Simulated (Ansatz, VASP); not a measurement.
Two plane-wave programs on Cl

```xyz
1
Lattice="3.6577 0.0000 0.0000 -1.8289 3.1677 0.0000 0.0000 0.0000 2.2584" Properties=species:S:1:pos:R:3 pbc="T T T"
Cl    0.0000    0.0000    0.0000
```

Alike in both runs: functional PBEsol; k mesh 9 × 9 × 12; occupations gaussian, width 0.02 eV; no spin polarisation.

Ansatz relaxed the structure, and its values are those at the end. VASP's run is a single point on that final structure, the one shown.

|  | VASP | Ansatz |
| --- | --- | --- |
| version | VASP 6.6.1 | Ansatz 0.2.0 |
| potentials or method | VASP PAW PBE potentials, release 64 (Cl) | scalar-relativistic, plane waves, PAW |
| plane-wave cutoff (eV) | 520 | 420 |
| valence electrons in the cell | 7 | 7 |

Ansatz gave:

- gap on the k mesh at the Fermi level (eV): none
- pressure (GPa): 0.0

What did VASP give for the same quantities?

gap on the k mesh at the Fermi level (eV): none; pressure (GPa): -0.1.

A gap of «none» marks a metal or a gap that the smearing closes.

Caveats: the PAW data sets were made with another functional, which shifts forces and pressure a little (VASP); an odd number of electrons without spin polarisation forces a metal; a magnetic or distorted state may lie lower.
